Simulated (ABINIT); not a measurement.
# BaS (Fm-3m) in ABINIT: settings compared

One crystal, BaS, is run at these levels: BLYP+D3, HCTH407; tasks: equation of state.

Program: ABINIT 10.8.3 (patched build). These are calculated values, not measurements. Logs are shortened: lines on timing, memory, paths and dates and some standing lists are left out, and cuts for length are marked. The log counts tension as positive stress, the text compression.

**1. The structure**

Symmetry: Fm-3m, No. 225, cubic system. Conventional cell: a = 6.388 Å, b = 6.388 Å, c = 6.388 Å, α = 90.00°, β = 90.00°, γ = 90.00°. Ba (site symmetry m-3m) has 6 S at 3.19 Å as nearest neighbours. Around S (site symmetry m-3m) lie 6 Ba at 3.19 Å.

**2. Equation of state, BLYP+D3**

run.abi

```
# Datasets: one volume each
ndtset 7
getwfk -1
scalecart1 3*0.9795861087
scalecart2 3*0.9864848297
scalecart3 3*0.9932883884
scalecart4 3*1.0000000000
scalecart5 3*1.0066227096
scalecart6 3*1.0131594038
scalecart7 3*1.0196128224

# Pseudopotentials
pp_dirpath "./"
pseudos "Ba.GGA_PBE-JTH.xml, S.GGA_PBE-JTH.xml"

# Structure
acell 8.5352212298 8.5352212298 8.5352212298
rprim
     0.0000000000     0.7071067812     0.7071067812
     0.7071067812     0.0000000000     0.7071067812
     0.7071067812     0.7071067812     0.0000000000
ntypat 2
znucl 56 16
natom 2
typat 1 2
xred
     0.0000000000     0.0000000000     0.0000000000
     0.5000000000     0.5000000000     0.5000000000

# Plane-wave basis
ecut 20.0
pawecutdg 40.0

# k points
kptopt 1
ngkpt 7 7 7
nshiftk 1
shiftk 0.0 0.0 0.0

# Exchange and correlation
ixc -106131
vdw_xc 6

# Bands and occupations
nband 12
occopt 3
tsmear 0.05 eV

# SCF cycle
nstep 100
tolvrs 1.0e-9

# Output
iomode 3
prtwf 1
prtden 0
prteig 0
prtebands 0
enunit 2
```

Potentials or basis: JTH PAW PBE v2.0.

Command:

```
$ abinit run.abi > log 2>&1
```

run.abo:

```text
.Version 10.8.3 of ABINIT
 DATASET    1 : space group Fm -3 m (#225); Bravais cF (face-center cubic)
================================================================================
 Values of the parameters that define the memory need for DATASET  1.
     intxc =       0    ionmov =       0      iscf =      17    lmnmax =      18
     lnmax =       6     mgfft =      36  mpssoang =       3    mqgrid =    3001
     natom =       2  nloc_mem =       2    nspden =       1   nspinor =       1
    nsppol =       1      nsym =      48    n1xccc =       1    ntypat =       2
    occopt =       3   xclevel =       2
       mpw =        1788          nfft =       46656          nkpt =          20
 PAW method is used; the additional fine FFT grid is defined by:
   mgfftf=        48    nfftf =    110592
================================================================================
================================================================================
[... 71 lines left out ...]
 DATASET    7 : space group Fm -3 m (#225); Bravais cF (face-center cubic)
================================================================================
 Values of the parameters that define the memory need for DATASET  7.
     intxc =       0    ionmov =       0      iscf =      17    lmnmax =      18
     lnmax =       6     mgfft =      36  mpssoang =       3    mqgrid =    3001
     natom =       2  nloc_mem =       2    nspden =       1   nspinor =       1
    nsppol =       1      nsym =      48    n1xccc =       1    ntypat =       2
    occopt =       3   xclevel =       2
       mpw =        2010          nfft =       46656          nkpt =          20
 PAW method is used; the additional fine FFT grid is defined by:
   mgfftf=        50    nfftf =    125000
================================================================================
================================================================================

--------------------------------------------------------------------------------
------------- Echo of variables that govern the present computation ------------
--------------------------------------------------------------------------------
 -outvars: echo values of preprocessed input variables --------
            acell      8.5352212298E+00  8.5352212298E+00  8.5352212298E+00 Bohr
              amu      1.37327000E+02  3.20660000E+01
             ecut      2.00000000E+01 Hartree
           enunit           2
           getwfk          -1
              ixc     -106131
           jdtset        1    2    3    4    5    6    7
         kptrlatt        7    0    0      0    7    0      0    0    7
          kptrlen1     5.85268891E+01
          kptrlen2     5.89390638E+01
          kptrlen3     5.93455530E+01
          kptrlen4     5.97465486E+01
          kptrlen5     6.01422327E+01
          kptrlen6     6.05327776E+01
          kptrlen7     6.09183471E+01
            natom           2
            nband          12
           ndtset           7
            ngfft          36      36      36
          ngfftdg1         48      48      48
          ngfftdg2         48      48      48
          ngfftdg3         50      50      50
          ngfftdg4         50      50      50
          ngfftdg5         50      50      50
          ngfftdg6         50      50      50
          ngfftdg7         50      50      50
             nkpt          20
            nstep         100
             nsym          48
           ntypat           2
           occopt           3
        pawecutdg      4.00000000E+01 Hartree
         pawxcdev           0
           prtden           0
        prtebands           0
           prteig           0
            rprim1     0.0000000000E+00  6.9267198023E-01  6.9267198023E-01
                       6.9267198023E-01  0.0000000000E+00  6.9267198023E-01
                       6.9267198023E-01  6.9267198023E-01  0.0000000000E+00
            rprim2     0.0000000000E+00  6.9755011263E-01  6.9755011263E-01
                       6.9755011263E-01  0.0000000000E+00  6.9755011263E-01
                       6.9755011263E-01  6.9755011263E-01  0.0000000000E+00
            rprim3     0.0000000000E+00  7.0236095512E-01  7.0236095512E-01
                       7.0236095512E-01  0.0000000000E+00  7.0236095512E-01
                       7.0236095512E-01  7.0236095512E-01  0.0000000000E+00
            rprim4     0.0000000000E+00  7.0710678120E-01  7.0710678120E-01
                       7.0710678120E-01  0.0000000000E+00  7.0710678120E-01
                       7.0710678120E-01  7.0710678120E-01  0.0000000000E+00
            rprim5     0.0000000000E+00  7.1178974407E-01  7.1178974407E-01
                       7.1178974407E-01  0.0000000000E+00  7.1178974407E-01
                       7.1178974407E-01  7.1178974407E-01  0.0000000000E+00
            rprim6     0.0000000000E+00  7.1641188486E-01  7.1641188486E-01
                       7.1641188486E-01  0.0000000000E+00  7.1641188486E-01
                       7.1641188486E-01  7.1641188486E-01  0.0000000000E+00
            rprim7     0.0000000000E+00  7.2097514092E-01  7.2097514092E-01
                       7.2097514092E-01  0.0000000000E+00  7.2097514092E-01
                       7.2097514092E-01  7.2097514092E-01  0.0000000000E+00
          spgroup         225
           tolvrs      1.00000000E-09
           tsmear      1.83746611E-03 Hartree
            typat      1  2
           useylm           1
           vdw_xc           6
           xangst1     0.0000000000E+00  0.0000000000E+00  0.0000000000E+00
                       3.1285531326E+00  3.1285531326E+00  3.1285531326E+00
           xangst2     0.0000000000E+00  0.0000000000E+00  0.0000000000E+00
                       3.1505859228E+00  3.1505859228E+00  3.1505859228E+00
           xangst3     0.0000000000E+00  0.0000000000E+00  0.0000000000E+00
                       3.1723147884E+00  3.1723147884E+00  3.1723147884E+00
           xangst4     0.0000000000E+00  0.0000000000E+00  0.0000000000E+00
                       3.1937499979E+00  3.1937499979E+00  3.1937499979E+00
           xangst5     0.0000000000E+00  0.0000000000E+00  0.0000000000E+00
                       3.2149012767E+00  3.2149012767E+00  3.2149012767E+00
           xangst6     0.0000000000E+00  0.0000000000E+00  0.0000000000E+00
                       3.2357778438E+00  3.2357778438E+00  3.2357778438E+00
           xangst7     0.0000000000E+00  0.0000000000E+00  0.0000000000E+00
                       3.2563884494E+00  3.2563884494E+00  3.2563884494E+00
            xcart1     0.0000000000E+00  0.0000000000E+00  0.0000000000E+00
                       5.9121085910E+00  5.9121085910E+00  5.9121085910E+00
            xcart2     0.0000000000E+00  0.0000000000E+00  0.0000000000E+00
                       5.9537445302E+00  5.9537445302E+00  5.9537445302E+00
            xcart3     0.0000000000E+00  0.0000000000E+00  0.0000000000E+00
                       5.9948061352E+00  5.9948061352E+00  5.9948061352E+00
            xcart4     0.0000000000E+00  0.0000000000E+00  0.0000000000E+00
                       6.0353128106E+00  6.0353128106E+00  6.0353128106E+00
            xcart5     0.0000000000E+00  0.0000000000E+00  0.0000000000E+00
                       6.0752829347E+00  6.0752829347E+00  6.0752829347E+00
            xcart6     0.0000000000E+00  0.0000000000E+00  0.0000000000E+00
                       6.1147339290E+00  6.1147339290E+00  6.1147339290E+00
            xcart7     0.0000000000E+00  0.0000000000E+00  0.0000000000E+00
                       6.1536823289E+00  6.1536823289E+00  6.1536823289E+00
             xred      0.0000000000E+00  0.0000000000E+00  0.0000000000E+00
                       5.0000000000E-01  5.0000000000E-01  5.0000000000E-01
            znucl       56.00000   16.00000

================================================================================

 chkinp: Checking input parameters for consistency, jdtset=   1.

 chkinp: Checking input parameters for consistency, jdtset=   2.
[... 36 lines left out ...]
 getcut: wavevector=  0.0000  0.0000  0.0000  ngfft=  48  48  48
         ecut(hartree)=     40.000   => boxcut(ratio)=   2.01646

--- Pseudopotential description ------------------------------------------------
- pspini: atom type   1  psp file is ./Ba.GGA_PBE-JTH.xml
 Pseudopotential format is: paw10
 basis_size (lnmax)=  6 (lmn_size= 18), orbitals=   0   0   1   1   2   2
 Spheres core radius: rc_sph= 2.31518568
 Shapefunction is SIN type: shapef(r)=[sin(pi*r/rshp)/(pi*r/rshp)]**2
 Radius for shape functions =  1.90897922
 Compensation charge density is not taken into account in XC energy/potential

- pspini: atom type   2  psp file is ./S.GGA_PBE-JTH.xml
 Pseudopotential format is: paw10
 basis_size (lnmax)=  4 (lmn_size=  8), orbitals=   0   0   1   1
 Spheres core radius: rc_sph= 1.90380259
 Shapefunction is SIN type: shapef(r)=[sin(pi*r/rshp)/(pi*r/rshp)]**2
 Radius for shape functions =  1.40128485
 Compensation charge density is not taken into account in XC energy/potential

   1.03873941E+03                                ecore*ucvol(ha*bohr**3)
--------------------------------------------------------------------------------

[... 1290 lines left out ...]
-Cartesian components of stress tensor (GPa)         [Pressure= -9.7705E-01 GPa]
- sigma(1 1)=  9.77051240E-01  sigma(3 2)=  0.00000000E+00
- sigma(2 2)=  9.77051240E-01  sigma(3 1)=  0.00000000E+00
- sigma(3 3)=  9.77051240E-01  sigma(2 1)=  0.00000000E+00

== END DATASET(S) ==============================================================
================================================================================

 -outvars: echo values of variables after computation  --------
            acell      8.5352212298E+00  8.5352212298E+00  8.5352212298E+00 Bohr
           etotal1    -3.6285530047E+01
           etotal2    -3.6286723172E+01
           etotal3    -3.6287559424E+01
           etotal4    -3.6288103488E+01
           etotal5    -3.6288371538E+01
           etotal6    -3.6288396968E+01
           etotal7    -3.6288211283E+01
            fcart1    -0.0000000000E+00 -0.0000000000E+00 -0.0000000000E+00
                      -0.0000000000E+00 -0.0000000000E+00 -0.0000000000E+00
            fcart2    -0.0000000000E+00 -0.0000000000E+00 -0.0000000000E+00
                      -0.0000000000E+00 -0.0000000000E+00 -0.0000000000E+00
            fcart3    -0.0000000000E+00 -0.0000000000E+00 -0.0000000000E+00
                      -0.0000000000E+00 -0.0000000000E+00 -0.0000000000E+00
            fcart4    -0.0000000000E+00 -0.0000000000E+00 -0.0000000000E+00
                      -0.0000000000E+00 -0.0000000000E+00 -0.0000000000E+00
            fcart5    -0.0000000000E+00 -0.0000000000E+00 -0.0000000000E+00
                      -0.0000000000E+00 -0.0000000000E+00 -0.0000000000E+00
[... 38 lines left out ...]
                       0.0000000000E+00  0.0000000000E+00  0.0000000000E+00
           xangst1     0.0000000000E+00  0.0000000000E+00  0.0000000000E+00
                       3.1285531326E+00  3.1285531326E+00  3.1285531326E+00
           xangst2     0.0000000000E+00  0.0000000000E+00  0.0000000000E+00
                       3.1505859228E+00  3.1505859228E+00  3.1505859228E+00
           xangst3     0.0000000000E+00  0.0000000000E+00  0.0000000000E+00
                       3.1723147884E+00  3.1723147884E+00  3.1723147884E+00
           xangst4     0.0000000000E+00  0.0000000000E+00  0.0000000000E+00
                       3.1937499979E+00  3.1937499979E+00  3.1937499979E+00
           xangst5     0.0000000000E+00  0.0000000000E+00  0.0000000000E+00
                       3.2149012767E+00  3.2149012767E+00  3.2149012767E+00
           xangst6     0.0000000000E+00  0.0000000000E+00  0.0000000000E+00
                       3.2357778438E+00  3.2357778438E+00  3.2357778438E+00
           xangst7     0.0000000000E+00  0.0000000000E+00  0.0000000000E+00
                       3.2563884494E+00  3.2563884494E+00  3.2563884494E+00
             xred      0.0000000000E+00  0.0000000000E+00  0.0000000000E+00
                       5.0000000000E-01  5.0000000000E-01  5.0000000000E-01
 Calculation completed.
```

Wall time 1.9 min (1 thread of Arm Neoverse V1, shared host); peak memory 0.16 GiB.

Results:

* Equilibrium volume: 33.63 Å³/atom (rough: see the caveat)
* Bulk modulus: 39 GPa (rough)

Energy against volume, from the lowest point:
```
volume (Å³/atom)  energy (meV/atom)
          30.622              39.01
          31.273              22.77
          31.925              11.40
          32.576               3.99
          33.228               0.35
          33.879               0.00
          34.531               2.53
```

Caveat: pressures at fixed basis lie under the slope of the energies; this set's barium file shifts pressures by 1.5 GPa and gaps by 0.1 eV against other sets; the PAW data sets were made with another functional, which shifts forces and pressure a little; the fit is rough or its minimum lies at the end of the range. The run has no spin-orbit coupling, so splittings on Ba are missing.

[end of part 1 of 2]
